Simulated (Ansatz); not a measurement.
Space group P6_3/mmc (No. 194). a = 2.865 Å, b = 2.865 Å, c = 9.953 Å, α = 90.00°, β = 90.00°, γ = 120.00°
```csv
atom,site,symmetry,x,y,z
Mn,2a,-3m.,0.0000,0.0000,0.0000
O,4f,3m.,0.3333,0.6667,0.9038
```

Equation of state of this MnO$_{2}$ structure (not necessarily the ground state), with shape and atoms relaxed at each volume where symmetry leaves them free. Level of theory: DFT PBE+D3(BJ), scalar-relativistic, plane waves, PAW in Ansatz.

Settings: cutoff 420 eV, Γ-centred mesh 12×12×4 on the computed 6-atom cell, Gaussian smearing of 0.02 eV; collinear spin.

| V (Å³/atom) | E − E(largest V) (meV/atom) | P (GPa) | gap on mesh (eV) |
| --- | --- | --- | --- |
| 10.378 | 23.12 | 7.75 | 0.66 |
| 10.732 | 9.74 | 4.65 | 0.75 |
| 11.086 | 2.19 | 2.47 | 0.82 |
| 11.440 | -1.38 | 0.93 | 0.88 |
| 11.794 | -2.26 | -0.01 | 0.93 |
| 12.147 | -1.59 | -0.57 | 0.96 |
| 12.501 | 0.00 | -0.87 | 0.99 |

Task: Fit a third-order Birch–Murnaghan equation to E(V).

Result: V0 = 11.78 Å³/atom, B0 = 25 GPa, B0' = 17.7. B0' is unusual or poorly fixed by this range.

Moments started parallel, and an antiferromagnetic order may lie lower.

This form isn't the usual stable structure of the compound.

1 further run of this set didn't finish or converge.